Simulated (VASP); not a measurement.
From an Ansatz input to VASP: GaP (zincblende)

Ansatz input

```yaml
crystal:
  lattice:
    - [0.0, 2.7253992941, 2.7253992941]
    - [2.7253992941, 0.0, 2.7253992941]
    - [2.7253992941, 2.7253992941, 0.0]
  atoms:
    - { symbol: Ga, position: [0.0, 0.0, 0.0] }
    - { symbol: P, position: [0.25, 0.25, 0.25] }
kpoints:
  mp_grid: { grid: [8, 8, 8] }
  band_path:
    path:
      - [[0.0, 0.0, 0.0], [0.5, 0.0, 0.5], [0.5, 0.25, 0.75], [0.375, 0.375, 0.75], [0.0, 0.0, 0.0], [0.5, 0.5, 0.5], [0.625, 0.25, 0.625], [0.5, 0.25, 0.75], [0.5, 0.5, 0.5], [0.375, 0.375, 0.75]]
      - [[0.625, 0.25, 0.625], [0.5, 0.0, 0.5]]
    npoints: 10
hamiltonian:
  xc: pbe
scf:
  occupations: { method: fermi_dirac, width: 0.02 }
  n_extra_bands: 4
output:
  forces: true
  stress: true
  eigenvalues: true
```

Problem. Which VASP files do the same job?

Solution. 

INCAR

```
ISMEAR = -1
EDIFF = 1E-7
PREC = Accurate
SIGMA = 0.02
LWAVE = .FALSE.
GGA = PE
NSW = 0
LCHARG = .FALSE.
NELM = 120
NBANDS = 16
LASPH = .TRUE.
ENCUT = 520
LREAL = .FALSE.
IBRION = -1
ISIF = 2
```

KPOINTS

```
KPOINTS created by Atomic Simulation Environment
0
Gamma
8 8 8
0 0 0
```

KPOINTS_OPT

```
special points
7
Reciprocal
0.0000000000 0.0000000000 0.0000000000 1
0.5000000000 0.0000000000 0.5000000000 1
0.5000000000 0.2500000000 0.7500000000 1
0.3750000000 0.3750000000 0.7500000000 1
0.5000000000 0.5000000000 0.5000000000 1
0.6250000000 0.2500000000 0.6250000000 1
0.4500000000 0.0000000000 0.4500000000 1
```

POSCAR

```
Ga P
 1.0000000000000000
    -0.0000000000000000    2.7253992941285432    2.7253992941285432
     2.7253992941285432    0.0000000000000000    2.7253992941285432
     2.7253992941285432    2.7253992941285432    0.0000000000000000
 Ga  P
   1   1
Cartesian
  0.0000000000000000 -0.0000000000000000 -0.0000000000000000
  1.3626996470642714  1.3626996470642714  1.3626996470642714
```

VASP ran with the recommended PBE PAW datasets (18 valence electrons in the cell). Other inputs would serve too.

|  | Ansatz | VASP |
| --- | --- | --- |
| gap between bands v and c | 1.60 eV | 1.60 eV |
| least direct gap | 1.83 eV | 1.83 eV |
| pressure | 2.5 GPa | 2.5 GPa |

The two codes use different PAW datasets and cutoffs. VASP's cell holds 18 valence electrons and Ansatz's 18. Ansatz's stress includes a Pulay correction; VASP's doesn't. Ansatz solved a whole band path, VASP its corner points and band edges.
